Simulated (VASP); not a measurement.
Input of a VASP 6.6.1 run:

The input INCAR:

```
PREC = Accurate ; ENCUT = 600
EDIFF = 1E-7 ; ISMEAR = 1
SIGMA = 0.1 ; LREAL = False
LASPH = True ; NELM = 150
ALGO = Normal ; ISIF = 3
LWAVE = False ; LCHARG = False
ISPIN = 2 ; MAGMOM = 5 -5 -5 5 0 0 0 0 0 0
LORBIT = 11 ; LMAXMIX = 4
METAGGA = R2SCAN ; LMIXTAU = True
IBRION = 2 ; NSW = 90
EDIFFG = -0.005 ; AMIX = 0.2
BMIX = 1E-4 ; AMIX_MAG = 0.8
BMIX_MAG = 1E-4 ; KPAR = 4
```

KPOINTS

```
regular mesh
0
Gamma
  9 9 9
```

POSCAR

```
Fe2O3                                   
1.0
    2.5202144199      1.4550464757      4.5727278256
   -2.5202144199      1.4550464757      4.5727278256
    0.0000000000     -2.9100929513      4.5727278256
  Fe              O             
     4     6
Direct
     0.3582138628347421    0.3582138628347421    0.3582138628347421
     0.1417861371652580    0.1417861371652580    0.1417861371652580
     0.6417861371652578    0.6417861371652578    0.6417861371652578
     0.8582138628347422    0.8582138628347422    0.8582138628347422
     0.5592280181379615    0.9407719818620385    0.2500000000000000
     0.2500000000000085    0.5592280181379702    0.9407719818620213
     0.9407719818620298    0.2499999999999915    0.5592280181379787
     0.4407719818620384    0.0592280181379616    0.7500000000000000
     0.7499999999999913    0.4407719818620298    0.0592280181379788
     0.0592280181379702    0.7500000000000087    0.4407719818620212
```

Potentials or basis: VASP PAW PBE potentials, release 64 (Fe, O).

Run with:

```bash
$ cat potpaw_PBE.64/Fe/POTCAR potpaw_PBE.64/O/POTCAR > POTCAR
$ mpirun -np 4 vasp_std > vasp.out
```

What does it give for the band gap on the k mesh?

1.18 eV, indirect (least direct gap 1.31 eV).

Estimate the net moment.

0.00 μB per cell.

Estimate the site moments.

Fe +4.00, -4.00; O +0.00 μB.

Forces on the atoms (eV/Å):
```
Fe   0.000  0.000  0.000
Fe   0.000  0.000  0.000
Fe   0.000  0.000  0.000
Fe   0.000  0.000  0.000
O   -0.004  0.000  0.000
O    0.002 -0.003  0.000
O    0.002  0.003  0.000
O    0.004  0.000  0.000
O   -0.002  0.003  0.000
O   -0.002 -0.003  0.000
```

Caveat: the relaxation stopped at its first step, so nothing moved; the PAW data sets were made with another functional, which shifts forces and pressure a little; an odd mesh through Γ misses points on the zone boundary, where band edges often lie.
